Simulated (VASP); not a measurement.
# SnTe (Fm-3m) in VASP: a series of runs, part 2 of 2

VASP 6.6.1.

## Step 3: Elastic constants, PBEsol

Input file POSCAR:

```
SnTe
1.0
    0.0000000000      3.1448388744      3.1448388744
    3.1448388744      0.0000000000      3.1448388744
    3.1448388744      3.1448388744      0.0000000000
  Sn              Te
     1     1
Direct
     0.0000000000000000    0.0000000000000000    0.0000000000000000
     0.5000000000000000    0.5000000000000000    0.5000000000000000
```

Input file INCAR.step1:

```
PREC = Accurate
ENCUT = 600
EDIFF = 1E-8
ISMEAR = 0
SIGMA = 0.03
LREAL = F
LASPH = T
NELM = 80
ALGO = Normal
ISIF = 3
LWAVE = F
LCHARG = F
GGA = PS
IBRION = 2
NSW = 40
EDIFFG = -0.002
```

Input file INCAR.step2:

```
PREC = Accurate
ENCUT = 600
EDIFF = 1E-8
ISMEAR = 0
SIGMA = 0.03
LREAL = F
LASPH = T
NELM = 80
ALGO = Normal
ISIF = 3
LWAVE = F
LCHARG = F
GGA = PS
IBRION = 6
NFREE = 2
POTIM = 0.015
NSW = 1
```

Input file KPOINTS:

```
regular mesh
0
Gamma
  10 10 10
```

Potentials or basis: VASP PAW PBE potentials, release 64 (Sn_d, Te).

Started as:

```
$ cat potpaw_PBE.64/Sn_d/POTCAR potpaw_PBE.64/Te/POTCAR > POTCAR
$ cp INCAR.step1 INCAR
$ mpirun -np 1 vasp_std > vasp.out
$ cp CONTCAR POSCAR
$ cp INCAR.step2 INCAR
$ mpirun -np 1 vasp_std > vasp.out
```

OUTCAR:

```text
PREC = Accurate
   ENCUT = 600
   EDIFF = 1E-8
   ISMEAR = 0
   LREAL = F
   LASPH = T
   NELM = 80
   ISIF = 3
   GGA = PS
   IBRION = 6
   NFREE = 2
   POTIM = 0.015
   NSW = 1

 ion  position               nearest neighbor table
   1  0.000  0.000  0.000-   2 3.14   2 3.14   2 3.14   2 3.14   2 3.14   2 3.14
   2  0.500  0.500  0.500-   1 3.14   1 3.14   1 3.14   1 3.14   1 3.14   1 3.14

  LATTYP: Found a face centered cubic cell.
 ALAT       =     6.2896777488

  Lattice vectors:

 A1 = (   0.0000000000,   3.1448388744,   3.1448388744)
 A2 = (   3.1448388744,   0.0000000000,   3.1448388744)
 A3 = (   3.1448388744,   3.1448388744,   0.0000000000)

[... 833 lines left out ...]
  --------------------------------------------------------------------------------
  x     0.00000     0.00000     0.00000     0.00000     0.00000     0.00000
  y     0.00000     0.00000     0.00000     0.00000     0.00000     0.00000
  z     0.00000     0.00000     0.00000     0.00000     0.00000     0.00000

 INTERNAL STRAIN TENSOR FOR ION    2 for displacements in x,y,z  (eV/Angst):
          X           Y           Z          XY          YZ          ZX
  --------------------------------------------------------------------------------
  x     0.00000     0.00000     0.00000     0.00000     0.00000     0.00000
  y     0.00000     0.00000     0.00000     0.00000     0.00000     0.00000
  z     0.00000     0.00000     0.00000     0.00000     0.00000     0.00000

 Eigenvectors and eigenvalues of the dynamical matrix
 ----------------------------------------------------

   1 f  =    0.688433 THz     4.325551 2PiTHz   22.963649 cm-1     2.847128 meV
             X         Y         Z           dx          dy          dz
      0.000000  0.000000  0.000000     0.000000    0.720408    0.000000
      3.144839  3.144839  3.144839     0.000000   -0.693551    0.000000
[... 21 lines left out ...]
   6 f/i=    0.000648 THz     0.004072 2PiTHz    0.021618 cm-1     0.002680 meV
             X         Y         Z           dx          dy          dz
      0.000000  0.000000  0.000000     0.000000    0.000000   -0.693551
      3.144839  3.144839  3.144839     0.000000    0.000000   -0.720408

--------------------------------------------------------------------------------------------------------

 ELASTIC MODULI CONTR FROM IONIC RELAXATION (kBar)
 Direction    XX          YY          ZZ          XY          YZ          ZX
 --------------------------------------------------------------------------------
 XX           0.0000      0.0000      0.0000      0.0000      0.0000      0.0000
 YY           0.0000      0.0000      0.0000      0.0000      0.0000      0.0000
 ZZ           0.0000      0.0000      0.0000      0.0000      0.0000      0.0000
 XY           0.0000      0.0000      0.0000      0.0000      0.0000      0.0000
 YZ           0.0000      0.0000      0.0000      0.0000      0.0000      0.0000
 ZX           0.0000      0.0000      0.0000      0.0000      0.0000      0.0000
 --------------------------------------------------------------------------------

 TOTAL ELASTIC MODULI (kBar)
 Direction    XX          YY          ZZ          XY          YZ          ZX
 --------------------------------------------------------------------------------
 XX        1368.3520     30.3220     30.3220     -0.0000     -0.0000     -0.0000
 YY          30.3220   1368.3520     30.3220     -0.0000     -0.0000      0.0000
 ZZ          30.3220     30.3220   1368.3520     -0.0000     -0.0000      0.0000
 XY          -0.0000     -0.0000     -0.0000    168.2145      0.0000      0.0000
 YZ          -0.0000     -0.0000     -0.0000      0.0000    168.2145      0.0000
 ZX          -0.0000      0.0000      0.0000      0.0000      0.0000    168.2145
 --------------------------------------------------------------------------------
```

OUTCAR.step1:

```text
PREC = Accurate
   ENCUT = 600
   EDIFF = 1E-8
   ISMEAR = 0
   LREAL = F
   LASPH = T
   NELM = 80
[... 633 lines left out ...]
      0.00000      0.00000      0.00000         0.000000      0.000000      0.000000
      3.14484      3.14484      3.14484        -0.000000      0.000000     -0.000000
 -----------------------------------------------------------------------------------
    total drift:                               -0.000000      0.000000      0.000000

  FREE ENERGIE OF THE ION-ELECTRON SYSTEM (eV)
  ---------------------------------------------------
  free  energy   TOTEN  =        -8.3393229851 eV

  energy  without entropy=       -8.3393228633  energy(sigma->0) =       -8.33932292

 reached required accuracy - stopping structural energy minimisation
```

OSZICAR.step1:

```text
N       E                     dE             d eps       ncg     rms          rms(c)
DAV:   1     0.128892021263E+03    0.12889E+03   -0.10579E+04  1328   0.182E+03
DAV:   2     0.330177467096E+01   -0.12559E+03   -0.12369E+03  1370   0.395E+02
DAV:   3    -0.807673866945E+01   -0.11379E+02   -0.11311E+02  1700   0.103E+02
DAV:   4    -0.838388798710E+01   -0.30715E+00   -0.30705E+00  1552   0.185E+01
DAV:   5    -0.839457045658E+01   -0.10682E-01   -0.10682E-01  1890   0.323E+00    0.480E+00
DAV:   6    -0.834201815894E+01    0.52552E-01   -0.12188E-01  1820   0.322E+00    0.301E+00
DAV:   7    -0.833986254478E+01    0.21556E-02   -0.44961E-02  1632   0.152E+00    0.703E-01
DAV:   8    -0.833927353435E+01    0.58901E-03   -0.67473E-03  1592   0.827E-01    0.154E-01
DAV:   9    -0.833933366704E+01   -0.60133E-04   -0.47171E-04  1602   0.229E-01    0.333E-02
DAV:  10    -0.833932366254E+01    0.10005E-04   -0.47224E-05  1624   0.722E-02    0.199E-02
DAV:  11    -0.833932356153E+01    0.10101E-06   -0.25771E-05  1622   0.492E-02    0.206E-02
DAV:  12    -0.833932314176E+01    0.41977E-06   -0.25883E-06  1550   0.151E-02    0.102E-02
DAV:  13    -0.833932300877E+01    0.13299E-06   -0.19404E-07  1564   0.319E-03    0.445E-03
DAV:  14    -0.833932301366E+01   -0.48885E-08   -0.12342E-07  1754   0.487E-03    0.206E-03
DAV:  15    -0.833932297709E+01    0.36573E-07   -0.18017E-08  1004   0.684E-04    0.872E-04
DAV:  16    -0.833932298512E+01   -0.80313E-08   -0.12394E-09   676   0.285E-04
   1 F= -.83393230E+01 E0= -.83393229E+01  d E =-.833932E+01
```

It took 29 min on 1 thread of Intel Xeon Platinum 8488C (Sapphire Rapids), shared host; peak memory 0.62 GiB.

Results:

```
Elastic constants C11, C12, C44                         : 137, 3, 17 GPa
Voigt bulk modulus                                      : 48 GPa
Highest phonon frequency at Γ, LO-TO splitting left out : 23 cm⁻¹
```

Phonon frequencies in cm⁻¹ (negative: imaginary):
```
              q point     frequencies
(0.000, 0.000, 0.000)  0 0 0 23 23 23
```

Elastic tensor in Voigt notation (GPa, in the Cartesian axes of the cell as first typed):
```
137   3   3   0   0   0
  3 137   3   0   0   0
  3   3 137   0   0   0
  0   0   0  17   0   0
  0   0   0   0  17   0
  0   0   0   0   0  17
```

Clamped-ion elastic tensor (GPa):
```
137   3   3   0   0   0
  3 137   3   0   0   0
  3   3 137   0   0   0
  0   0   0  17   0   0
  0   0   0   0  17   0
  0   0   0   0   0  17
```

Caveat: the PAW data sets were made with another functional, which shifts forces and pressure a little. The run has no spin-orbit coupling, so splittings on Te are missing.

## Step 4: Comparison with measurements

Step 2. A measured gap of SnTe is 0.18 eV (direct; 300 K; a printed reference work, textbook); the calculated 0.22 eV misses it by +0.04 eV. Spin-orbit coupling on Sn, Te is left out. The value is that of PBE0, without temperature or zero-point motion.
